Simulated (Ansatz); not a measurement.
Runs of Ansatz 0.2.0 on BN. Symmetry: P6_3/mmc, No. 194, hexagonal system. The conventional cell has a = 2.498 Å, b = 2.498 Å, c = 6.636 Å, α = 90.00°, β = 90.00°, γ = 120.00°. N (site symmetry -6m2) is surrounded by 3 B at 1.44 Å. Around B (site symmetry -6m2) lie 3 N at 1.44 Å. 

```tsv
task	level	potentials or basis	cutoff (eV)	basis error allowed	gap on the mesh (eV)	pressure (GPa)	V0 of scaled cells (Å³/atom)	B0 (GPa)
band structure	PBEsol	all-electron LAPW, non-relativistic	480	0.002 eV/atom	4.19	(b)	-	-
band structure	PBEsol	all-electron LAPW, scalar-relativistic	480	0.002 eV/atom	4.18	2.1	-	-
equation of state	PBEsol	all-electron LAPW, scalar-relativistic	-	0.002 eV/atom	-	-	9.04	242
equation of state	PBE	all-electron LAPW, scalar-relativistic	-	0.001 eV/atom	-	-	(a)	236
single point	PBEsol	all-electron LAPW, scalar-relativistic	526	0.001 eV/atom	4.18	2.1	-	-
```

Alike in all rows: no spin polarisation; cell as given; k mesh 12 × 12 × 4; smearing fermi-dirac 0.05 eV.

Problem. Fill in the values left out.

Solution. (a) 9.15; (b) 2.3.

Caveats: this functional lacks dispersion, which binds the layers, so the pressure and a relaxed spacing across them are unreliable; the cell was scaled at fixed shape and fractional positions, which overstates the stiffness of a crystal with free parameters, most of all of layers and chains (some runs).

A k mesh can miss the band edges.

Not every run made on this cell is shown here.
